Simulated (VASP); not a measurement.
# CdTe: relaxation of cell and atoms with LDA

The system is CdTe.

```xyz
2
Lattice="0.0000 3.2050 3.2050 3.2050 0.0000 3.2050 3.2050 3.2050 0.0000" Properties=species:S:1:pos:R:3 pbc="T T T"
Cd    0.0000    0.0000    0.0000
Te    1.6025    1.6025    1.6025
```

```json
{
  "Program": "VASP 6.6.1",
  "Task": "relaxation of cell and atoms",
  "Functional": "LDA",
  "Potentials or basis": "VASP PAW LDA potentials, release 64 (Cd, Te)",
  "Cutoff": "600 eV",
  "k mesh": "8 × 8 × 8",
  "Occupations": "gaussian, width 0.03 eV",
  "Spin": "no spin polarisation",
  "Further INCAR settings": "ALGO = Normal; EDIFF = 1e-06; IBRION = 2; EDIFFG = -0.01; NSW = 90; ISIF = 3"
}
```

| Item | Value |
| --- | --- |
| Relaxed volume | 33.12 Å³/atom |
| Relaxed cell | a = 4.542 Å, b = 4.542 Å, c = 4.542 Å, α = 60.00°, β = 60.00°, γ = 60.00° |
| Space group after relaxing (to 0.05 Å) | F-43m (No. 216) |
| Energy gained by relaxing | 0.1 meV/atom |
| Ionic steps | 2 |
| Pressure after relaxing | 0.0 GPa |
| Band gap on the k mesh | 0.63 eV, direct |

Step by step:
```
step  energy change (eV)  largest force (eV/Å)  pressure (GPa)  volume (Å³)
   1              0.0000                0.0000            0.20        65.84
   2             -0.0002                0.0000           -0.05        66.25
```

Final structure:
```
Cd Te
1.0
     0.00000    3.21150    3.21150
     3.21150    0.00000    3.21150
     3.21150    3.21150    0.00000
Cd Te
1 1
Direct
  0.00000 0.00000 0.00000
  0.25000 0.25000 0.25000
```

Levels at points of the mesh, in eV from the valence-band top:
```csv
k point,band 5,band 6,band 7,band 8,band 9,band 10,band 11,band 12,band 13
"(0.00, 0.00, 0.00)",-8.11,-8.11,0.00,0.00,0.00,0.63,4.48,4.48,4.48
"(0.50, 0.00, 0.00)",-8.10,-7.74,-4.66,-0.83,-0.83,1.68,5.08,5.08,6.88
"(0.50, 0.50, 0.00)",-8.07,-7.59,-4.51,-1.98,-1.98,2.38,2.54,8.79,9.12
```

Run time: 26 s on 1 thread of AMD EPYC 9R14 (Zen 4), on a shared host, peak memory 0.17 GiB.

Caveat: spin-orbit coupling is left out, which moves the levels of the heavy elements.
